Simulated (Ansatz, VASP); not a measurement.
HfO2 in VASP and in Ansatz

INCAR

```
PREC = Accurate
ENCUT = 520
EDIFF = 1E-6
ISMEAR = 0
SIGMA = 0.05
LREAL = False
LASPH = True
NELM = 60
ALGO = Normal
ISIF = 2
LWAVE = False
LCHARG = False
GGA = PS
NBANDS = 18
```

File KPOINTS:

```
regular mesh
0
Gamma
  8 8 8
```

Contents of POSCAR:

```
HfO2
1.0
    0.0000000000      2.4296250000      2.4296250000
    2.4296250000      0.0000000000      2.4296250000
    2.4296250000      2.4296250000      0.0000000000
Hf O
1 2
Direct
    0.0000000000      0.0000000000      0.0000000000
    0.2500000000      0.2500000000      0.2500000000
    0.7500000000      0.7500000000      0.7500000000
```

Input for Ansatz:

```yaml
crystal:
  lattice:
    - [0.0, 2.429625, 2.429625]
    - [2.429625, 0.0, 2.429625]
    - [2.429625, 2.429625, 0.0]
  atoms:
    - { symbol: Hf, position: [0.0, 0.0, 0.0] }
    - { symbol: O, position: [0.25, 0.25, 0.25] }
    - { symbol: O, position: [0.75, 0.75, 0.75] }
basis:
  ecutwfc: 420
kpoints:
  mp_grid: { grid: [8, 8, 8] }
hamiltonian:
  xc: pbesol
scf:
  occupations: { method: gaussian, width: 0.05 }
output:
  forces: true
  stress: true
  eigenvalues: true
```

Change from the starting cell: strain -0.050 along x and y, -0.050 along z, atoms carried along.

Alike in both runs: task single point; functional PBEsol; k mesh 8 × 8 × 8; occupations gaussian, width 0.05 eV; no spin polarisation.

```csv
,VASP,Ansatz
version,VASP 6.6.1,Ansatz 0.2.0
potentials or method,"VASP PAW PBE potentials, release 64 (Hf_pv, O)","scalar-relativistic, plane waves, PAW"
plane-wave cutoff (eV),520,420
valence electrons in the cell,22,38
```

VASP gave:

| Item | Value |
| --- | --- |
| gap on the k mesh at the Fermi level (eV) | 4.00 |
| least direct gap on the mesh (eV) | 4.00 |
| pressure (GPa) | 32.8 |

**Question.** What did Ansatz give for the same quantities?

**Answer.** gap on the k mesh at the Fermi level (eV): 3.93; least direct gap on the mesh (eV): 3.93; pressure (GPa): 37.4.

The two sets of potentials don't hold the same shells in valence.

Caveats: so large a pressure means that the cell lies far from this level's equilibrium, or that cutoff or potentials fall short (VASP); the potentials were made for another functional, which shifts forces and pressure (VASP); spin-orbit coupling is left out, which moves the levels of the heavy elements. A k mesh can miss the band edges.
